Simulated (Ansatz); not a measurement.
# ScAl3 (Pm-3m) in Ansatz: notebook

One crystal, ScAl3, is run at these levels: BLYP+D4, PBE; tasks: relaxation of cell and atoms, single point.

All numbers are computed with Ansatz 0.2.0; they aren't measurements. Logs are shortened: lines on timing, memory, paths and dates and some standing lists are left out, and cuts for length are marked.

## (1) Starting point

It takes space group Pm-3m (No. 221, cubic). The conventional cell has a = 4.088 Å, b = 4.088 Å, c = 4.088 Å, α = 90.00°, β = 90.00°, γ = 90.00°. Sc (site symmetry m-3m) has 12 Al at 2.89 Å as nearest neighbours. Around Al (site symmetry 4/mmm) lie 4 Sc at 2.89 Å and 8 Al at 2.89 Å.

The cell is a database's computed one.

## (2) Relaxation of cell and atoms, BLYP+D4

File input.yaml:

```yaml
crystal:
  lattice:
    - [4.08780657, 0.0, 0.0]
    - [0.0, 4.08780657, 0.0]
    - [0.0, 0.0, 4.08780657]
  atoms:
    - { symbol: Sc, position: [0.0, 0.0, 0.0] }
    - { symbol: Al, position: [0.5, 0.5, 0.0] }
    - { symbol: Al, position: [0.0, 0.5, 0.5] }
    - { symbol: Al, position: [0.5, 0.0, 0.5] }
hamiltonian:
  xc: blyp
  pseudopotentials: { kind: paw }
  dispersion: d4
kpoints:
  mp_grid: { grid: [7, 7, 7] }
scf:
  occupations: { method: fermi_dirac, width: 0.05 }
output:
  forces: true
  stress: true
relax:
  f_tol: 0.01
  max_steps: 40
  cell: { stress_tol: 0.05 }
```

Potentials or basis: Ansatz PAW.

Started as:

```
ansatz run input.yaml --threads 2 --pin off --max-ram 5632MiB --backend cpu --events-out ev --progress --plain --runs-dir out
```

Output:

```text
Warning: RAYON_NUM_THREADS=2 ignored (pool sized by the plan → 2); use --threads N
Engine: ansatz 0.2.0, x86_64-unknown-linux-gnu
Pseudopotentials: kind: paw
Pseudopotential: Sc, paw, valence charge 11, recommended cutoff 420 eV (normal), Sc.paw.azcp
Pseudopotential: Al, paw, valence charge 3, recommended cutoff 420 eV (normal), Al.paw.azcp
Functional definition: BLYP
  parameter beta = 0.0042
  parameter a = 0.04918
  parameter b = 0.132
  parameter c = 0.2533
  parameter d = 0.349
  exchange = b88_x(beta = beta)
  correlation = lyp_c(a = a, b = b, c = c, d = d)
Crystal: 4 atoms, lattice volume = 68.308 Å³
Basis set: ecut = 420 eV, 1357 PW (Γ), exchange–correlation on 60×60×60 points (8 copies of the dense FFT grid, shifted against one another)
Bands: 14, of which v1, the nominal top of the filled ones, is band 10 counted from 1 (9 counted from 0)
Symmetry: 48 space group operations
Space group: Pm-3m (ITA 221), of the structure as read, at distance tolerance 4.1e-5 Å
k-points: 20 of 343
Non-local potential: Sc, projectors of the file, l = 0: 3, l = 1: 2, l = 2: 3, l = 3: 1
Non-local potential: Al, projectors of the file, l = 0: 2, l = 1: 2, l = 2: 1
PAW form: soft (Blöchl's): semilocal exchange-correlation on the pseudo side does not see the compensation charge
PAW frozen core: Sc, regenerated for the run's functional, and the local potential with it (the file was generated under x = pbe(κ = 0.804, μ = 0.2195149727645171), c = pbe(β = 0.06672455060314922))
PAW frozen core: Al, regenerated for the run's functional, and the local potential with it (the file was generated under x = pbe(κ = 0.804, μ = 0.2195149727645171), c = pbe(β = 0.06672455060314922))
PAW one-centre angular grid: Sc, 590 points (default); XC on 64 Gauss nodes
PAW one-centre angular grid: Al, 110 points (default); XC on 64 Gauss nodes
Initial density: superposition of atomic densities (neutral atoms: chi_scale 0, normalization atom), corrected by the library's trained network
Initial wavefunctions: pseudopotential atomic-orbital guess
Functional: x = b88, c = lyp
SCF iter   1: F=—  HF=-3767.708886 eV  |F-HF|=—  |Δ(HF+E_count)|=         —  Δρ=6.89e-3  dr2=5.09e-2  ethr=1.77e-3  ⟨swp⟩=5.8  Hψ=1660  notcnv=0
preconditioner: auto → Kerker (q_TF=auto, 2.223 Å⁻¹)  [metal: Δε(μ)=0.069 eV  Ē_g=5.492 eV  σ=0.050 eV  W_gap=0.33  n_scr=18 (ndim 8)  ℏωp=15.6 eV  f_vac=0.000  D(μ)=1.52/eV (n_scr^D=6)]
SCF iter   2: F=—  HF=-3767.699964 eV  |F-HF|=—  |Δ(HF+E_count)|=   8.92e-3  Δρ=3.01e-3  dr2=7.54e-3  ethr=2.54e-4  ⟨swp⟩=2.1  Hψ=525  notcnv=0
preconditioner: auto → Resta (q_TF=auto, 2.223 Å⁻¹)  ε∞=8.9  [insulator: Δε(μ)=0.113 eV  Ē_g=5.543 eV  σ=0.050 eV  W_gap=0.51  n_scr=18 (ndim 8)  ℏωp=15.6 eV  f_vac=0.000  D(μ)=1.46/eV (n_scr^D=6)  ε∞_Penn≈8.9]
SCF iter   3: F=—  HF=-3767.699343 eV  |F-HF|=—  |Δ(HF+E_count)|=   6.22e-4  Δρ=1.56e-3  dr2=2.27e-3  ethr=3.77e-5  ⟨swp⟩=1.1  Hψ=281  notcnv=0
SCF iter   4: F=—  HF=-3767.699179 eV  |F-HF|=—  |Δ(HF+E_count)|=   1.64e-4  Δρ=2.09e-4  dr2=3.90e-5  ethr=1.13e-5  ⟨swp⟩=2.3  Hψ=400  notcnv=0
SCF iter   5: F=—  HF=-3767.699131 eV  |F-HF|=—  |Δ(HF+E_count)|=   4.73e-5  Δρ=4.92e-5  dr2=1.48e-6  ethr=1.95e-7  ⟨swp⟩=2.0  Hψ=401  notcnv=0
SCF iter   6: F=-3767.699132 eV  HF=-3767.699132 eV  |F-HF|=1.97e-8  |Δ(HF+E_count)|=   5.53e-7  Δρ=8.35e-6  dr2=3.81e-8  ethr=5.00e-10  ⟨swp⟩=2.4  Hψ=1025  notcnv=0
SCF 1 converged in 6 iterations: F = -3767.699132 eV  dr2 = 3.81e-8
relax step   1: F+E_penalty+E_count = -3767.69913194 eV  Δ(F+E_penalty+E_count) = +0.000e0 eV  max|allowed force component| = 6.492e-31 eV/Å  Δτ_max = 0.0000 Å  P = -2.365 GPa  Ω = 68.308 Å³  (6 SCF iters, dr2 threshold 1.00e-7 eV, accepted)
Crystal: 4 atoms, lattice volume = 65.271 Å³
Basis set: ecut = 420 eV, 1309 PW (Γ), exchange–correlation on 60×60×60 points (8 copies of the dense FFT grid, shifted against one another)
Initial density: handed on by an earlier stage of this run
Initial wavefunctions: those handed on with the density
iter 1 solved again at ethr=3.68e-5 eV; its pass at ethr=3.10e-3 eV (dr2=7.36e-3 eV) is discarded
SCF iter   1: F=—  HF=-3767.711129 eV  |F-HF|=—  |Δ(HF+E_count)|=         —  Δρ=2.17e-3  dr2=7.80e-3  ethr=3.68e-5  ⟨swp⟩=1.0  Hψ=1986  notcnv=0
preconditioner: auto → Kerker (q_TF=auto, 2.240 Å⁻¹)  [metal: Δε(μ)=0.092 eV  Ē_g=5.687 eV  σ=0.050 eV  W_gap=0.43  n_scr=18 (ndim 8)  ℏωp=15.9 eV  f_vac=0.000  D(μ)=1.49/eV (n_scr^D=6)]
SCF iter   2: F=—  HF=-3767.709433 eV  |F-HF|=—  |Δ(HF+E_count)|=   1.70e-3  Δρ=9.61e-4  dr2=1.17e-3  ethr=3.68e-5  ⟨swp⟩=2.0  Hψ=410  notcnv=0
SCF iter   3: F=—  HF=-3767.709018 eV  |F-HF|=—  |Δ(HF+E_count)|=   4.15e-4  Δρ=4.51e-4  dr2=2.34e-4  ethr=5.86e-6  ⟨swp⟩=1.9  Hψ=380  notcnv=0
SCF iter   4: F=—  HF=-3767.708902 eV  |F-HF|=—  |Δ(HF+E_count)|=   1.16e-4  Δρ=1.04e-4  dr2=7.68e-6  ethr=1.17e-6  ⟨swp⟩=2.0  Hψ=381  notcnv=0
SCF iter   5: F=-3767.708903 eV  HF=-3767.708902 eV  |F-HF|=7.70e-8  |Δ(HF+E_count)|=   7.94e-8  Δρ=1.53e-5  dr2=1.13e-7  ethr=2.00e-9  ⟨swp⟩=2.4  Hψ=970  notcnv=0
SCF 2 converged in 5 iterations: F = -3767.708903 eV  dr2 = 1.13e-7
relax step   2: F+E_penalty+E_count = -3767.70890253 eV  Δ(F+E_penalty+E_count) = -9.771e-3 eV  max|allowed force component| = 7.396e-31 eV/Å  Δτ_max = 0.0000 Å  P = +1.628 GPa  Ω = 65.271 Å³  energy of the carried Pulay correction = +1.279e-3 eV  (5 SCF iters, dr2 threshold 4.00e-7 eV, accepted)
Crystal: 4 atoms, lattice volume = 66.476 Å³
iter 1 solved again at ethr=6.41e-6 eV; its pass at ethr=3.10e-3 eV (dr2=1.28e-3 eV) is discarded
SCF iter   1: F=—  HF=-3767.714569 eV  |F-HF|=—  |Δ(HF+E_count)|=         —  Δρ=8.86e-4  dr2=1.34e-3  ethr=6.41e-6  ⟨swp⟩=1.9  Hψ=1907  notcnv=0
preconditioner: auto → Resta (q_TF=auto, 2.233 Å⁻¹)  ε∞=8.8  [insulator: Δε(μ)=0.130 eV  Ē_g=5.654 eV  σ=0.050 eV  W_gap=0.57  n_scr=18 (ndim 8)  ℏωp=15.8 eV  f_vac=0.000  D(μ)=1.43/eV (n_scr^D=6)  ε∞_Penn≈8.8]
SCF iter   2: F=—  HF=-3767.714260 eV  |F-HF|=—  |Δ(HF+E_count)|=   3.08e-4  Δρ=3.71e-4  dr2=1.23e-4  ethr=6.41e-6  ⟨swp⟩=2.1  Hψ=353  notcnv=0
SCF iter   3: F=—  HF=-3767.714151 eV  |F-HF|=—  |Δ(HF+E_count)|=   1.10e-4  Δρ=1.88e-4  dr2=3.69e-5  ethr=6.14e-7  ⟨swp⟩=2.0  Hψ=460  notcnv=0
SCF iter   4: F=—  HF=-3767.714140 eV  |F-HF|=—  |Δ(HF+E_count)|=   1.04e-5  Δρ=4.24e-5  dr2=1.25e-6  ethr=1.84e-7  ⟨swp⟩=2.0  Hψ=379  notcnv=0
SCF iter   5: F=-3767.714140 eV  HF=-3767.714140 eV  |F-HF|=6.12e-9  |Δ(HF+E_count)|=   3.14e-8  Δρ=4.80e-6  dr2=1.19e-8  ethr=2.00e-9  ⟨swp⟩=4.0  Hψ=872  notcnv=0
SCF 3 converged in 5 iterations: F = -3767.714140 eV  dr2 = 1.19e-8
relax step   3: F+E_penalty+E_count = -3767.71414015 eV  Δ(F+E_penalty+E_count) = -5.238e-3 eV  max|allowed force component| = 1.397e-31 eV/Å  Δτ_max = 0.0000 Å  P = -0.071 GPa  Ω = 66.476 Å³  energy of the carried Pulay correction = +7.645e-4 eV  (5 SCF iters, dr2 threshold 4.00e-7 eV, accepted)
Crystal: 4 atoms, lattice volume = 66.424 Å³
iter 1 solved again at ethr=1.07e-8 eV; its pass at ethr=3.10e-3 eV (dr2=2.15e-6 eV) is discarded
SCF iter   1: F=—  HF=-3767.714232 eV  |F-HF|=—  |Δ(HF+E_count)|=         —  Δρ=3.56e-5  dr2=2.27e-6  ethr=1.07e-8  ⟨swp⟩=2.0  Hψ=1905  notcnv=0
preconditioner: auto → Resta (q_TF=auto, 2.234 Å⁻¹)  ε∞=8.8  [insulator: Δε(μ)=0.119 eV  Ē_g=5.647 eV  σ=0.050 eV  W_gap=0.53  n_scr=18 (ndim 8)  ℏωp=15.8 eV  f_vac=0.000  D(μ)=1.45/eV (n_scr^D=6)  ε∞_Penn≈8.8]
SCF iter   2: F=—  HF=-3767.714174 eV  |F-HF|=—  |Δ(HF+E_count)|=   5.77e-5  Δρ=1.54e-5  dr2=2.13e-7  ethr=1.07e-8  ⟨swp⟩=2.1  Hψ=359  notcnv=0
SCF iter   3: F=—  HF=-3767.714174 eV  |F-HF|=—  |Δ(HF+E_count)|=   1.09e-7  Δρ=7.46e-6  dr2=6.69e-8  ethr=1.06e-9  ⟨swp⟩=2.0  Hψ=478  notcnv=0
SCF iter   4: F=-3767.714174 eV  HF=-3767.714174 eV  |F-HF|=7.95e-10  |Δ(HF+E_count)|=   2.43e-8  Δρ=1.75e-6  dr2=2.21e-9  ethr=6.35e-11  ⟨swp⟩=2.9  Hψ=958  notcnv=0
SCF 4 converged in 4 iterations: F = -3767.714174 eV  dr2 = 2.21e-9
relax step   4: F+E_penalty+E_count = -3767.71417366 eV  Δ(F+E_penalty+E_count) = -3.351e-5 eV  max|allowed force component| = 3.903e-31 eV/Å  Δτ_max = 0.0000 Å  P = -0.002 GPa  Ω = 66.424 Å³  energy of the carried Pulay correction = +7.862e-4 eV  (4 SCF iters, dr2 threshold 1.27e-8 eV, accepted)
Initial wavefunctions: pseudopotential atomic-orbital guess (no wavefunctions were taken with the density)
iter 1 solved again at ethr=1.65e-8 eV; its pass at ethr=3.10e-3 eV (dr2=3.31e-6 eV) is discarded
SCF iter   1: F=—  HF=-3767.713486 eV  |F-HF|=—  |Δ(HF+E_count)|=         —  Δρ=3.07e-5  dr2=7.65e-8  ethr=1.65e-8  ⟨swp⟩=2.9  Hψ=2383  notcnv=0
preconditioner: auto → Resta (q_TF=auto, 2.234 Å⁻¹)  ε∞=8.8  [insulator: Δε(μ)=0.120 eV  Ē_g=5.647 eV  σ=0.050 eV  W_gap=0.54  n_scr=18 (ndim 8)  ℏωp=15.8 eV  f_vac=0.000  D(μ)=1.45/eV (n_scr^D=6)  ε∞_Penn≈8.8]
SCF iter   2: F=—  HF=-3767.713429 eV  |F-HF|=—  |Δ(HF+E_count)|=   5.67e-5  Δρ=1.64e-5  dr2=2.26e-8  ethr=3.83e-10  ⟨swp⟩=2.0  Hψ=401  notcnv=0
SCF iter   3: F=—  HF=-3767.713430 eV  |F-HF|=—  |Δ(HF+E_count)|=   5.17e-7  Δρ=3.62e-6  dr2=4.32e-9  ethr=1.13e-10  ⟨swp⟩=2.0  Hψ=405  notcnv=0
SCF iter   4: F=—  HF=-3767.713430 eV  |F-HF|=—  |Δ(HF+E_count)|=   1.84e-8  Δρ=5.62e-7  dr2=6.82e-11  ethr=2.16e-11  ⟨swp⟩=2.2  Hψ=440  notcnv=0
SCF iter   5: F=-3767.713430 eV  HF=-3767.713430 eV  |F-HF|=4.55e-12  |Δ(HF+E_count)|=  6.27e-10  Δρ=7.29e-8  dr2=2.40e-12  ethr=1.00e-12  ⟨swp⟩=4.0  Hψ=877  notcnv=0
SCF 5 converged in 5 iterations: F = -3767.713430 eV  dr2 = 2.40e-12
relax step   5: F+E_penalty+E_count = -3767.71342976 eV  Δ(F+E_penalty+E_count) = +7.439e-4 eV  max|allowed force component| = 1.282e-30 eV/Å  Δτ_max = 0.0000 Å  P = -0.015 GPa  Ω = 66.424 Å³  stress off target by 1.53e-2 GPa  SCF on the basis re-selected at this cell (its energy is not comparable with the rows above)  (5 SCF iters)
basis re-selected at this cell: Δ(F+E_penalty+E_count) = +7.439e-4 eV, ΔP = -0.013 GPa vs the last step (what re-selecting the basis moved, of the pressure what is left beyond the Pulay correction that the steps carried, after the strain that the cell walked since its last selection, with what the two solves' SCF thresholds leave and, on support functions, any second-order correction that the steps lacked; it is no measure of the basis error at this ecutwfc). This SCF's stress stands 1.53e-2 GPa from its target on what of the cell is left free (relax.cell.stress_tol is 5.00e-2 GPa) and its largest allowed force component is 1.28e-30 eV/Å (relax.f_tol is 1.00e-2 eV/Å): within both
SCF converged after 5 iterations
Free energy (F): -3767.713430 eV
Harris-Foulkes:  -3767.713430 eV  (|F-HF|=4.55e-12)
Internal energy: -3767.701350 eV  (E = F + TS)
E sigma→0 (E₀):  -3767.707390 eV
Entropy (-TS):   -0.012080 eV (-3.020 meV/atom)
Fermi energy:    9.915964 eV
--- Per-component energies (eV) ---
  E_band       = -110.229604
  E_kinetic    = 335.784751
  E_local      = -999.297414  (includes V_loc(G=0)·N_el)
  E_nonlocal   = 118.082148
  E_hartree    = 388.567648
  E_xc         = -220.154491
  E_vxc        = -212.125043  (∫ρ·V_xc dr)
  E_paw        = -2380.570236  (= ΣΔE_a)
  E_vpaw       = -129.809322  (= ΣTr[D̂ρ^β])
  E_aug_tail   = 0.000001  (compensation charges beyond the density's cutoff)
  E_ewald      = -1007.498950
  E_disp       = -2.668545  (pairwise vdW)
  E_core_change = 0.053738  (= ΣΔE_core)
  E_smearing   = -0.012080  (= −TS)
  E_closure    = -0.000000  (closes the sum)
  Σ components = -3767.713430   (vs F -3767.713430, Δ=0.00e0)
--- Forces (eV/Å), atoms counted from 1 ---
  atom   1  Sc    -0.00000000    -0.00000000     0.00000000
  atom   2  Al     0.00000000     0.00000000     0.00000000
  atom   3  Al     0.00000000     0.00000000    -0.00000000
  atom   4  Al    -0.00000000     0.00000000     0.00000000
  max |Σ_I F_I| component: 4.27e-31 eV/Å
--- Stress (GPa, compression-positive) ---
       -0.015265      -0.000000      -0.000000
       -0.000000      -0.015265      -0.000000
       -0.000000      -0.000000      -0.015265
  P = ⅓ Tr σ = -0.0153 GPa (-0.153 kbar)
--- Relaxed structure (4 steps of the walk, 4 accepted, 1 SCFs on fresh bases) ---
  F+E_penalty+E_count = -3767.71342976 eV   max|allowed force component| = 1.282e-30 eV/Å   (the final SCF, on the basis selected at the relaxed cell)
  cell:  # Å, volume = 66.4243 Å³
    - [4.04988095052393, -3.3703774026776627e-34, 3.209883240645393e-35]
    - [-3.3703774026776627e-34, 4.04988095052393, -2.8086478355647186e-35]
    - [-3.5308715647099327e-34, -6.419766481290786e-35, 4.04988095052393]
  atoms:
    - { symbol: Sc, position: [-1.9630841049366668e-36, 6.134637827921048e-37, 4.907710262336219e-37] }
    - { symbol: Al, position: [0.49999999999999994, 0.49999999999999994, -4.907710262337556e-37] }
    - { symbol: Al, position: [1.3741588734541134e-35, 0.49999999999999994, 0.49999999999999994] }
    - { symbol: Al, position: [0.49999999999999994, 1.1042348090256615e-36, 0.49999999999999994] }
```

Wall time 2.8 s (2 threads of Intel Xeon Platinum 8488C (Sapphire Rapids), shared host); peak memory 0.43 GiB.

What came out:

```
Free energy                            : -3767.7134 eV
Relaxed volume                         : 16.61 Å³/atom
Relaxed cell                           : a = 4.050 Å, b = 4.050 Å, c = 4.050 Å, α = 90.00°, β = 90.00°, γ = 90.00°
Space group after relaxing (to 0.05 Å) : Pm-3m (No. 221)
Energy gained by relaxing              : 3.6 meV/atom
Ionic steps                            : 5
Pressure after relaxing                : 0.0 GPa
```

The path:
| step | energy change (eV) | largest force (eV/Å) | volume (Å³) |
| --- | --- | --- | --- |
| 1 | 0.0000 | 0.0000 | 68.31 |
| 2 | -0.0098 | 0.0000 | 65.27 |
| 3 | -0.0150 | 0.0000 | 66.48 |
| 4 | -0.0150 | 0.0000 | 66.42 |
| 5 | -0.0143 | 0.0000 | 66.42 |

Final structure:
```cif
data_structure
_symmetry_space_group_name_H-M 'P 1'
_symmetry_Int_Tables_number 1
_cell_length_a 4.0499
_cell_length_b 4.0499
_cell_length_c 4.0499
_cell_angle_alpha 90.000
_cell_angle_beta 90.000
_cell_angle_gamma 90.000
_cell_volume 66.42
loop_
_atom_site_label
_atom_site_type_symbol
_atom_site_fract_x
_atom_site_fract_y
_atom_site_fract_z
_atom_site_occupancy
Sc1 Sc 0.00000 0.00000 0.00000 1
Al1 Al 0.50000 0.50000 0.00000 1
Al2 Al 0.00000 0.50000 0.50000 1
Al3 Al 0.50000 0.00000 0.50000 1
```

Caveat: the plane-wave basis is chosen anew once the cell has moved, so the energies of steps on either side of that aren't comparable; the PAW data sets come from PBE, with cores solved anew for the run's functional, which leaves a small shift of forces and pressure.

[end of part 1 of 2]
